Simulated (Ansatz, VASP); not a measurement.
Two plane-wave programs on TePb

```
Te Pb
1.0
     0.00000    3.27090    3.27090
     3.27090    0.00000    3.27090
     3.27090    3.27090    0.00000
Te Pb
1 1
Direct
  0.00000 0.00000 0.00000
  0.50000 0.50000 0.50000
```

Alike in both runs: task single point; functional PBE; k mesh 6 × 6 × 6; occupations gaussian, width 0.1 eV; no spin polarisation.

```csv
,VASP,Ansatz
version,VASP 6.6.1,Ansatz 0.2.0
potentials or method,"VASP PAW PBE potentials, release 64 (Te, Pb_d)","scalar-relativistic, plane waves, PAW"
plane-wave cutoff (eV),520,420
valence electrons in the cell,20,30
```

|  | VASP | Ansatz | Ansatz less VASP |
| --- | --- | --- | --- |
| gap on the k mesh at the Fermi level (eV) | 0.81 | 0.80 | -0.004 |
| least direct gap on the mesh (eV) | 0.81 | 0.80 | -0.004 |
| pressure (GPa) | 0.4 | 0.5 | +0.06 |

The two sets of potentials don't hold the same shells in valence.

Caveats: spin-orbit coupling is left out, which as a rule narrows the gap of such compounds by several tenths of an eV. A k mesh can miss the band edges.
